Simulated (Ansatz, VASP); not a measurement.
**Re: VASP beside Ansatz**

```
Re
1.0
     0.00000    2.01450    1.97500
     2.01450    0.00000    1.97500
     2.01450    2.01450    0.00000
Re
1
Direct
  0.00000 0.00000 0.00000
```

Change from the starting cell: equal xx and yy strain of +2 %.

Alike in both runs: task single point; functional PBE; k mesh 14 × 14 × 14; occupations fermi-dirac, width 0.03 eV; no spin polarisation.

|  | VASP | Ansatz |
| --- | --- | --- |
| version | VASP 6.6.1 | Ansatz 0.2.0 |
| potentials or method | VASP PAW PBE potentials, release 64 (Re), cutoff 520 eV | all-electron LAPW, scalar-relativistic |

VASP gave:

- pressure (GPa): -21.5
- largest component of the traceless stress (GPa): 2.17

Task: Estimate Ansatz's values.

Result: Pressure (GPa): -20.6; largest component of the traceless stress (GPa): 2.20.

Ansatz ran all-electron here, so the differences hold the error of VASP's frozen core and of both bases.

Caveats: so large a pressure means that the cell lies far from this level's equilibrium, or that cutoff or potentials fall short (VASP). The runs have no spin-orbit coupling, so splittings on Re are missing.
